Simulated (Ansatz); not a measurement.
The system is MgO.

```xyz
2
Lattice="0.0000 2.0970 2.0970 2.0970 0.0000 2.0970 2.0970 2.0970 0.0000" Properties=species:S:1:pos:R:3 pbc="T T T"
Mg    0.0098   -0.0677    0.0085
O     2.1051    2.1162    2.0954
```

The cell is a database's computed one.

The cell isn't the ideal one: atoms moved at random, drawn with an rms of 0.05 Å.

Below is the output of Ansatz 0.2.0 for this cell. Logs are shortened: lines on timing, memory, paths and dates and some standing lists are left out, and cuts for length are marked.

```text
Warning: RAYON_NUM_THREADS=1 ignored (pool sized by the plan → 1); use --threads N
Mg: projections on atomic orbitals take those of the free atom 1s2 2s2 2p6 3s2, of charge +0.00 (hamiltonian.pseudopotentials.projection_atoms)
O: projections on atomic orbitals take those of the free atom 1s2 2s2 2p4, of charge +0.00 (hamiltonian.pseudopotentials.projection_atoms)
LAPW: plane waves up to 9.557 Å⁻¹, error target 1.0e-3 eV per atom; small_component_spin mean_spin; O in spheres of 0.983 Å, 8 of its electrons in bands, Dirac shells []; Mg in spheres of 1.027 Å, 10 of its electrons in bands, Dirac shells [] (how accurate: hamiltonian.pseudopotentials.lapw.basis_error, Limitations)
Engine: ansatz 0.2.0, x86_64-unknown-linux-gnu
Pseudopotentials: kind: all_electron
Pseudopotential: Mg, LAPW, valence charge 10, lapw/all_electron/scalar/gaussian/Mg, Koelling and Harmon's equation, gaussian nucleus
Pseudopotential: O, LAPW, valence charge 8, lapw/all_electron/scalar/gaussian/O, Koelling and Harmon's equation, gaussian nucleus
Functional definition: PBE
  parameter kappa = 0.804
  parameter beta = 0.06672455060314922
  exchange = pbe_x(kappa = kappa, mu = beta*pi^2/3)
  correlation = pbe_c(beta = beta)
Crystal: 2 atoms, lattice volume = 18.443 Å³
Basis set: ecut = 347.98296039306234 eV, 283 PW (Γ), exchange–correlation at level 2
Bands: 13, of which v1, the nominal top of the filled ones, is band 9 counted from 1 (8 counted from 0)
Symmetry: 1 space group operations
Space group: P1 (ITA 1), of the structure as read, at distance tolerance 2.6e-5 Å
k-points: 666 of 1331 (time reversal used)
Non-local potential: Mg, projectors of the file, none
Non-local potential: O, projectors of the file, none
Initial density: superposition of atomic densities (chi_scale 0.1, normalization cell, long waves kept (reshape's long-wave potential 0.00 eV rms))
Initial wavefunctions: plane waves of lowest kinetic energy (no species holds an atomic orbital)
Functional: x = pbe(κ = 0.804, μ = 0.2195149727645171), c = pbe(β = 0.06672455060314922)
iter 1 solved again at ethr=1.45e-2 eV; its pass at ethr=1.00e-1 eV (dr2=2.60e0 eV) is discarded
SCF iter   1: F=—  HF=-7504.189361 eV  |F-HF|=—  |Δ(HF+E_count)|=         —  Δρ=1.14e-1  dr2=2.60e0  ethr=1.45e-2  ⟨swp⟩=2.0  Hψ=57474  notcnv=0
preconditioner: auto → none  [insulator: Δε(μ)=6.765 eV  Ē_g=20.445 eV  σ=0.050 eV  W_gap=1.00  n_scr=8 (ndim 8)  ℏωp=24.5 eV  f_vac=0.000  D(μ)=0.00/eV (n_scr^D=0)  ε∞_Penn≈2.4]
iter 2 solved again at ethr=3.15e-4 eV; its pass at ethr=1.44e-2 eV (dr2=5.67e-2 eV) is discarded
SCF iter   2: F=—  HF=-7502.911447 eV  |F-HF|=—  |Δ(HF+E_count)|=    1.28e0  Δρ=2.45e-2  dr2=5.67e-2  ethr=3.15e-4  ⟨swp⟩=2.2  Hψ=45960  notcnv=0  defer=1
SCF iter   3: F=—  HF=-7502.625235 eV  |F-HF|=—  |Δ(HF+E_count)|=   2.86e-1  Δρ=1.62e-2  dr2=5.29e-2  ethr=3.15e-4  ⟨swp⟩=3.0  Hψ=28262  notcnv=0
SCF iter   4: F=—  HF=-7502.624215 eV  |F-HF|=—  |Δ(HF+E_count)|=         —  Δρ=6.44e-4  dr2=3.01e-5  ethr=2.94e-4  ⟨swp⟩=2.0  Hψ=25800  notcnv=0
the basis was enlarged: its passes take 338.1 KiB over the memory plan, 1 of 1 planned eigensolver slots
SCF iter   5: F=—  HF=-7502.624257 eV  |F-HF|=—  |Δ(HF+E_count)|=   4.18e-5  Δρ=2.04e-4  dr2=4.15e-6  ethr=1.67e-7  ⟨swp⟩=3.0  Hψ=25309  notcnv=0
SCF iter   6: F=—  HF=-7502.624268 eV  |F-HF|=—  |Δ(HF+E_count)|=   1.19e-5  Δρ=5.16e-5  dr2=4.45e-7  ethr=2.31e-8  ⟨swp⟩=3.0  Hψ=24735  notcnv=0
SCF iter   7: F=-7502.624269 eV  HF=-7502.624269 eV  |F-HF|=7.75e-10  |Δ(HF+E_count)|=   1.35e-7  Δρ=5.75e-6  dr2=5.57e-9  ethr=2.47e-9  ⟨swp⟩=2.9  Hψ=24008  notcnv=0
SCF 1 converged in 7 iterations: F = -7502.624269 eV  dr2 = 5.57e-9
SCF converged after 7 iterations
Free energy (F): -7502.624269 eV
Harris-Foulkes:  -7502.624269 eV  (|F-HF|=7.75e-10)
Internal energy: -7502.624269 eV  (E = F + TS)
E sigma→0 (E₀):  -7502.624269 eV
Fermi energy:    10.491286 eV
--- Per-component energies (eV) ---
  E_band       = -1284.796161
  E_kinetic    = 7508.933783
  E_xc         = -684.315676
  E_electrostatic = -14327.242375  (all electrons and nuclei)
  E_smearing   = -0.000000  (= −TS)
  E_closure    = 0.000000  (closes the sum)
  E_atoms      = -7490.792933  (free atoms, spherical and without spin; not in F)
  Σ components = -7502.624269   (vs F -7502.624269, Δ=0.00e0)
  Basis errors (estimates in eV, not in F): energy 4.3e-4 per atom: plane waves 3.9e-4 (2.1e-4 summed), levels above the bands 2.3e-132, relativity 4.9e-8, radial functions 4.5e-5, core shells 2.4e-11; eigenvalues (radial functions only) 1.2e-4; not estimated: angular momenta, meshes, grids; target (lapw.basis_error) 1.0e-3; muffin-tin radii O 0.983 Å, Mg 1.027 Å
--- Forces (eV/Å), atoms counted from 1 ---
  atom   1  Mg    -0.00950837     0.53129036    -0.05712647
  atom   2  O      0.00950822    -0.53128062     0.05712493
  max |Σ_I F_I| component: 9.74e-6 eV/Å
--- Stress (GPa, compression-positive) ---
        6.765538       0.010041      -0.001126
        0.010041       9.641639       0.060324
       -0.001126       0.060324       6.802883
  P = ⅓ Tr σ = 7.7367 GPa (77.367 kbar)
--- Band table (eV; the first three rows and the last of 666) ---
  k-point 0: bands = ["-495.1216", "-64.2509", "-30.9745", "-30.9741", "-30.9739", "-9.3096", "7.9902", "8.0006", "8.0007", "12.8619", "23.9052", "23.9240", "23.9257"]
  k-point 1: bands = ["-495.1216", "-64.2501", "-30.9817", "-30.9750", "-30.9746", "-9.2175", "7.4456", "7.9389", "7.9443", "13.3914", "22.8085", "24.1137", "24.1274"]
  k-point 2: bands = ["-495.1216", "-64.2482", "-31.0013", "-30.9770", "-30.9766", "-8.9603", "6.2724", "7.7909", "7.7966", "14.4662", "21.3510", "24.5586", "24.5745"]
  k-point 665: bands = ["-495.1216", "-64.2413", "-31.0623", "-30.9882", "-30.9847", "-7.9384", "3.4691", "7.0274", "7.2999", "16.3863", "20.6431", "23.5148", "24.7486"]
--- Löwdin populations: 2 sites ---
  site symbol       q [e]
     0     Mg     10.4689
     1      O      9.3730
  spilling = 0.007905 (of n_electrons = 20.000000)
```

Problem. What input gives this log?

Solution. Single point with PBE, no spin polarisation. The files as run (others can give the same):

input.yaml
```yaml
crystal:
  lattice:
    - [0.0, 2.0970013927, 2.0970013927]
    - [2.0970013927, 0.0, 2.0970013927]
    - [2.0970013927, 2.0970013927, 0.0]
  atoms:
    - { symbol: Mg, position: [-0.016445, 0.020507, -0.015817] }
    - { symbol: O, position: [0.502252, 0.496979, 0.506906] }
kpoints:
  mp_grid: { grid: [11, 11, 11] }
scf:
  occupations: { method: fermi_dirac, width: 0.05 }
hamiltonian:
  xc: pbe
  pseudopotentials: { kind: all_electron, lapw: { basis_error: 0.001 } }
output:
  forces: true
  stress: true
  eigenvalues: true
  populations: true
```

Potentials or basis: all-electron LAPW, scalar-relativistic.
Launch:
```sh
$ ansatz run input.yaml --threads 1 --pin off --max-ram 3072MiB --backend cpu --events-out ev --progress --plain --runs-dir out
```
